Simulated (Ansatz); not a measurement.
System: tetradymite Sb2Te3. Method: LDA (PAW; Ansatz, a program for electronic structure).

Run with plane-wave cutoff 520 eV, 10×10×10 k mesh, Fermi–Dirac smearing 0.01 eV, scalar-relativistic PAW data made under PBE.

Shape and atoms are relaxed at each volume.

Pressure at four volumes; x = ln(V/30.726 Å³). One pressure is withheld.

```tsv
V (Å³/atom)	x	P (GPa)
29.497	-0.0408	?
30.111	-0.0202	0.97
30.726	0.0000	0.00
31.955	0.0392	-1.43
```

Task: Pass a parabola P(x) through the three rows shown, estimate the bulk modulus and its pressure derivative near zero pressure, and predict the withheld pressure.

Result: Slopes between the rows: (0.00 − (0.97))/(0.0000 − (-0.0202)) = -48.02 and (-1.43 − (0.00))/(0.0392 − (0.0000)) = -36.48 GPa. Their difference over the span 0.0594 is c = 11.54/0.0594 = 194.3 GPa, so P(x) = 0.97 + (-48.02)(x − (-0.0202)) + 194.3 (x − (-0.0202))(x − (0.0000)). At the middle row B = −dP/dx = −[-48.02 + 194.3 × 0.0202] = 44.1 GPa, and B′ = dB/dP = 2c/B = 8.8. At x = -0.0408 the parabola gives 2.12 GPa; the run gives 2.10 GPa. The Birch–Murnaghan fit to the energies at all volumes has B0 = 43.8 GPa and B′ = 8.6.

Measured, for comparison: bulk modulus 36.1 ± 0.9 GPa (temperature not stated, no zero-point or thermal correction; as tabulated in Sans et al. (2019), arXiv:1907.08317). Computed less measured: bulk modulus +21 % (against room or unstated temperature, where such soft solids are markedly softer).

Note: this level leaves the solid without a gap, although one is measured.

Spin–orbit coupling is not included.
